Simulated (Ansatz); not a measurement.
# AlN under changes of volume

One of the cells (10.451 Å³/atom); the others are scaled copies at fixed shape and fractional positions:

```xyz
4
Lattice="3.1130 0.0000 0.0000 -1.5565 2.6959 0.0000 0.0000 0.0000 4.9810" Properties=species:S:1:pos:R:3 pbc="T T T"
Al    1.5565    0.8986    2.4905
Al    0.0000    1.7973    0.0000
N     1.5565    0.8986    4.3833
N     0.0000    1.7973    1.8928
```

| Quantity | Value |
| --- | --- |
| Program | Ansatz 0.2.0 |
| Functional | RPBE |
| Dispersion | D3(BJ) |
| Potentials or basis | Ansatz PAW |
| Cutoff | 420 eV (not typed: the program's choice for these potentials) |
| k mesh | 10 × 10 × 6 |
| Occupations | fermi-dirac, width 0.05 eV |
| Spin | no spin polarisation |

| volume (Å³/atom) | energy over the lowest point (meV/atom) | pressure (GPa) | gap on the mesh (eV) | largest force (eV/Å) |
| --- | --- | --- | --- | --- |
| 9.824 | 0.00 | -1.3 | 4.79 | 0.201 |
| 10.033 | 4.74 | -5.9 | 4.60 | 0.184 |
| 10.242 | 15.11 | -10.0 | 4.42 | 0.168 |
| 10.451 | 30.57 | -13.7 | 4.25 | 0.152 |
| 10.660 | ? | ? | ? | ? |
| 10.869 | 74.69 | -20.0 | 3.91 | 0.124 |
| 11.078 | 102.50 | -22.6 | 3.75 | 0.111 |

What does the run at 10.660 Å³/atom give?

Energy over the lowest point 50.57 meV/atom; pressure -17.0 GPa; gap on the mesh 4.08 eV; largest force 0.138 eV/Å.

Worked out: A Birch-Murnaghan fit of order 3 (a polynomial in V^(-2/3)) to the other rows has its minimum at 9.77 Å³/atom, just outside them, with B0 = V·E''(V) = 231 GPa and B' = 4.0 at fixed shape and positions, which overstates the stiffness. It gives 50.58 meV/atom at 10.660 Å³/atom, against the run's 50.57, and -dE/dV = -17.0 GPa, against -17.0. A straight line through the other rows of the gap, of slope -8.64 eV per unit of ln V (its deformation potential), gives 4.08 eV, against the run's 4.08.

Energies are extrapolated to zero smearing.

Caveats: the PAW data sets come from PBE, with cores solved anew for the run's functional, which leaves a small shift of forces and pressure.

A mesh can miss the band edges.
